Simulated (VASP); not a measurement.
A run of VASP 6.6.1 is set up as follows.

Contents of INCAR:

```
AGGAC = 1.0
AGGAX = 1.0
ALDAC = 0.0
ALDAX = 1.0
ALGO = Normal
EDIFF = 1E-6
EDIFFG = -0.005
ENCUT = 600
GGA = B5
IBRION = 2
ISIF = 3
ISMEAR = -1
IVDW = 12
LASPH = True
LCHARG = False
LREAL = False
LWAVE = False
NELM = 60
NSW = 40
PREC = Accurate
SIGMA = 0.05
VDW_A1 = 0.4298
VDW_A2 = 4.2359
VDW_S6 = 1.0
VDW_S8 = 2.6996
```

KPOINTS

```
k-points
0
Gamma
  9 9 2
```

The input POSCAR:

```
Te2Mo
1.0
    3.5182000000      0.0000000000      0.0000000000
   -1.7591000000      3.0468505756      0.0000000000
    0.0000000000      0.0000000000     13.9736000000
Te Mo
4 2
Direct
    0.6666666667      0.3333333333      0.3790000000
    0.3333333333      0.6666666667      0.8790000000
    0.6666666667      0.3333333333      0.1210000000
    0.3333333333      0.6666666667      0.6210000000
    0.6666666667      0.3333333333      0.7500000000
    0.3333333333      0.6666666667      0.2500000000
```

Potentials or basis: VASP PAW PBE potentials, release 64 (Te, Mo_sv).

The run is started by

```sh
$ cat potpaw_PBE.64/Te/POTCAR potpaw_PBE.64/Mo_sv/POTCAR > POTCAR
$ mpirun -np 1 vasp_std > vasp.out
```

Question: Predict the relaxed cell.

Answer: a = 3.539 Å, b = 3.539 Å, c = 13.541 Å, α = 90.00°, β = 90.00°, γ = 120.00°.

Question: Estimate the space group after relaxing (to 0.05 Å).

Answer: P6_3/mmc (No. 194).

Question: Estimate the dispersion energy per atom.

Answer: -1.282 eV.

Forces on the atoms (eV/Å):
```
Te   0.000  0.000 -0.005
Te   0.000  0.000 -0.005
Te   0.000  0.000  0.005
Te   0.000  0.000  0.005
Mo   0.000  0.000  0.000
Mo   0.000  0.000  0.000
```

Caveat: the PAW data sets were made with another functional, which shifts forces and pressure a little.
